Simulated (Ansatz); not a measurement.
## KF in Ansatz: convergence with n extra bands

Input of the first run (n extra bands 1); the others differ in this setting and in those tied to it:

Contents of input.yaml:

```yaml
crystal:
  lattice:
    - [3.258955, 0.0, 0.0]
    - [0.0, 3.258955, 0.0]
    - [0.0, 0.0, 3.258955]
  atoms:
    - { symbol: K, position: [0.0, 0.0, 0.0] }
    - { symbol: F, position: [0.5, 0.5, 0.5] }
kpoints:
  mp_grid: { grid: [8, 8, 8] }
scf:
  occupations: { method: fermi_dirac, width: 0.05 }
  n_extra_bands: 1
hamiltonian:
  xc: pbe
  pseudopotentials: { kind: all_electron, lapw: { basis_error: 0.001 } }
output:
  forces: true
  stress: true
  eigenvalues: true
```

Potentials or basis: all-electron LAPW, scalar-relativistic.

Command:

```bash
$ ansatz run input.yaml --threads 1 --pin off --max-ram 3072MiB --backend cpu --events-out ev --progress --plain --runs-dir out
```

The cell comes from a database or a generator and needn't be the stable form of this composition.

Hardware: 1 thread of AMD EPYC 9R45 96-Core Processor (Zen 5), with other jobs on the host.

| n extra bands | energy less the tightest run, at zero smearing (meV/atom) | SCF cycles | CPU time (s) | peak memory (GiB) |
| --- | --- | --- | --- | --- |
| 1 | 0.01 | 8 | 1.3 | 0.29 |
| 2 | 0.01 | 8 | 1.3 | 0.29 |
| 4 | 0.01 | 8 | 1.4 | 0.3 |
| 8 | 0.01 | 8 | 1.6 | 0.3 |
| 16 | 0.00 | 8 | 2 | 0.31 |
| 32 | 0.00 | 8 | 3.2 | 0.34 |

Against the tightest run, the energy stays within 1 meV/atom from 1 on. The tightest run that finished is the yardstick and may itself not be fully converged.
